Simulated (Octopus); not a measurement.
Write the native input for Octopus 16.4 that does the following.

```
Task                    : single point
Functional              : BLYP
Dispersion              : D3M(BJ)
Potentials or basis     : pseudodojo_pbe (PseudoDojo 0.5, PBE)
Grid spacing            : 0.149 Å
k mesh                  : 8 × 8 × 8
Occupations             : marzari-vanderbilt, width 0.2 eV
Spin                    : collinear spin, ferromagnetic start
Starting moments        : [9.0, 0.0] μB
Hubbard terms           : Fe d U = 5 eV
Eigensolver             : chebyshev_filter
Preconditioner          : pre_jacobi
k-point symmetries used : yes
ConvRelDens             : 1e-06
ExtraStates             : 10
DerivativesOrder        : 8
```

The structure of FeO (Wuestite) lies in FeO.xyz:

```xyz
2
Lattice="0.0000000000 2.2114092933 2.2114092933 2.2114092933 0.0000000000 2.2114092933 2.2114092933 2.2114092933 0.0000000000" Properties=species:S:1:pos:R:3 pbc="T T T"
Fe     0.0000000000      0.0000000000      0.0000000000
O      2.2114092933      2.2114092933      2.2114092933
```

The cell isn't the ideal one: volume scaled by 1.08.

These files were run (other wordings do the same):

inp

```
CalculationMode = gs
UnitsOutput = eV_Angstrom
PeriodicDimensions = 3
ExperimentalFeatures = yes
PseudopotentialSet = pseudodojo_pbe
%Species
 "Fe" | species_pseudo | hubbard_l | 2 | hubbard_u | 5*eV
%
%LatticeParameters
 1*angstrom | 1*angstrom | 1*angstrom
%
%LatticeVectors
 0 | 2.2114092933 | 2.2114092933
 2.2114092933 | 0 | 2.2114092933
 2.2114092933 | 2.2114092933 | 0
%
XYZCoordinates = "FeO.xyz"
%Spacing
 0.14892405*angstrom | 0.14892405*angstrom | 0.14892405*angstrom
%
DerivativesOrder = 8
%KPointsGrid
 8 | 8 | 8
%
KPointsUseSymmetries = yes
XCFunctional = gga_x_b88 + gga_c_lyp
VDWCorrection = vdw_d3m_bj
VDWD3Functional = "b-lyp"
SpinComponents = polarized
KPointsUseTimeReversal = no
GuessMagnetDensity = user_defined
%AtomsMagnetDirection
 9.0
 0.0
%
DFTULevel = dft_u_empirical
AOTruncation = ao_box
SmearingFunction = cold_smearing
Smearing = 0.2*eV
ExtraStates = 10
Eigensolver = chebyshev_filter
ConvRelDens = 1e-6
MaximumIter = 120
Preconditioner = pre_jacobi
%Output
 density | cube
 elf | cube
 potential | cube
 occ_matrices
%
```

Potentials or basis: pseudodojo_pbe (PseudoDojo 0.5, PBE).

Command:

```console
$ OMP_NUM_THREADS=1 octopus > out.log
```

It gave:

| Item | Value |
| --- | --- |
| Band gap on the k mesh | none (metal or under the smearing width) |
| Net moment | 4.00 μB per cell |
| Site moments | Fe +3.82; O +0.61 μB |

Caveat: U acts on the potentials' truncated atomic orbitals, so values differ from other programs' at the same U, and they weren't checked against one; a cell with one magnetic atom can't hold antiferromagnetic order, which such compounds often take.

Wall time 5.7 min on 1 thread of Arm Neoverse V1, on a shared host, peak memory 0.91 GiB.
